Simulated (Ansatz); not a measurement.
# An axial Ising model for the polytypes of LiCl

These are results of DFT PBEsol, scalar-relativistic, plane waves, PAW in Ansatz 0.2.0, not measurements.

Cutoff 420 eV, Γ-centred meshes of like density (9×9×3 for the 6-atom cell), Gaussian smearing of 0.02 eV, energies at zero smearing and 0 K, each start's symmetry kept, no spin polarisation.

Close-packed stackings of LiCl (double layers of a tetrahedral net) were relaxed in cell and atoms. Energies are per layer, over the stacking AB. Give each step between layers a spin, σ = +1 for A→B, B→C, C→A and −1 for the reverse, and write the energy per layer as E = E₀ − J₁⟨σᵢσᵢ₊₁⟩ − J₂⟨σᵢσᵢ₊₂⟩.

| stacking | ⟨σᵢσᵢ₊₁⟩ | ⟨σᵢσᵢ₊₂⟩ | E − E(AB) (meV/layer) |
| --- | --- | --- | --- |
| AB | -1 | 1 | 0 |
| ABC | 1 | 1 | 9.3 |
| ABCB | 0 | -1 | 4.9 |
| ABCAB | 0.2 | 0.2 | 5.9 |
| ABCBABC | 0.429 | -0.143 | 6.9 |

Q: Fit J₁ and J₂, and predict the energy of ABCACB.

A: Over AB the model reads ΔE = −J₁(⟨σᵢσᵢ₊₁⟩ + 1) − J₂(⟨σᵢσᵢ₊₂⟩ − 1). Least squares on the 4 rows under AB gives J₁ = -4.68 and J₂ = 0.16 meV, with a residual of 0.07 meV rms. For ABCACB the averages are 0.333 and -0.333, so ΔE = 6.5 meV a layer; the calculation gives 6.5. The two couplings carry this family well.

Q: Which of AB, ABC, ABAC and ABCACB does the model put lowest, and what do isolated faults cost in AB stacking?

A: Over AB the four lie at 0, −2J₁, −J₁ + 2J₂ and (4/3)(J₂ − J₁): AB 0.0, ABC 9.4, ABAC 5.0, ABCACB 6.5 meV a layer, so AB is lowest. A fault turns some spins; counting the pairs that change sign and dividing by the area of a layer's cell, (√3/2)a² = 12.89 Å² with the cells' mean a = 3.858 Å (1 meV/Å² = 16.02 mJ/m²): fault I₁ (one cubic layer) −2J₁ + 4J₂ = 10.0 meV, 12 mJ/m²; fault I₂ (two cubic layers) 4(J₂ − J₁) = 19.4 meV, 24 mJ/m². These are model values: no fault cell was computed here.

None of these stackings is the usual structure of the substance.

Cost: 5 runs of about 6.6 core-minutes in all, on Intel Xeon Platinum 8259CL (Skylake/Cascade Lake) (shared hosts).